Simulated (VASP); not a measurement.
Input of a VASP 6.6.1 run:

Contents of INCAR:

```
SYSTEM = SnS2
PREC = Accurate
ENCUT = 600
EDIFF = 1E-7
ISMEAR = 0
SIGMA = 0.03
LREAL = .FALSE.
LASPH = .TRUE.
NELM = 80
ALGO = Normal
ISIF = 3
LWAVE = .FALSE.
LCHARG = .FALSE.
GGA = CA
IBRION = 2
NSW = 90
EDIFFG = -0.005
LATTICE_CONSTRAINTS = .TRUE. .TRUE. .FALSE.
```

The input KPOINTS:

```
regular mesh
0
G
  12 12 1
  0 0 0
```

Contents of POSCAR:

```
SnS2                                    
1.0
    3.6170137894     -0.0000000000      0.0000000000
   -1.8085068947      3.1324258231      0.0000000000
    0.0000000000      0.0000000000     20.9340000000
  S               Sn            
     2     1
Direct
     0.6666666699999979    0.3333333300000021    0.4298746879388289
     0.3333333300000021    0.6666666699999979    0.5701253120611710
     0.0000000000000000    1.0000000000000000    0.5000000000000000
```

Potentials or basis: VASP PAW LDA potentials, release 64 (S, Sn_d).

Launch:

```sh
$ cat potpaw_LDA.64/S/POTCAR potpaw_LDA.64/Sn_d/POTCAR > POTCAR
$ mpirun -np 1 vasp_std > vasp.out
```

**Question.** What does it give for the band gap on the k mesh?

**Answer.** 1.48 eV, indirect (least direct gap 1.76 eV).

Final structure:
```
S Sn
1.0
     3.61701    0.00000    0.00000
    -1.80851    3.13243    0.00000
     0.00000    0.00000   20.93400
S Sn
2 1
Direct
  0.66667 0.33333 0.42987
  0.33333 0.66667 0.57013
  0.00000 0.00000 0.50000
```

Caveat: the relaxation stopped at its first step, so nothing moved; spin-orbit coupling is left out, which moves the levels of the heavy elements.
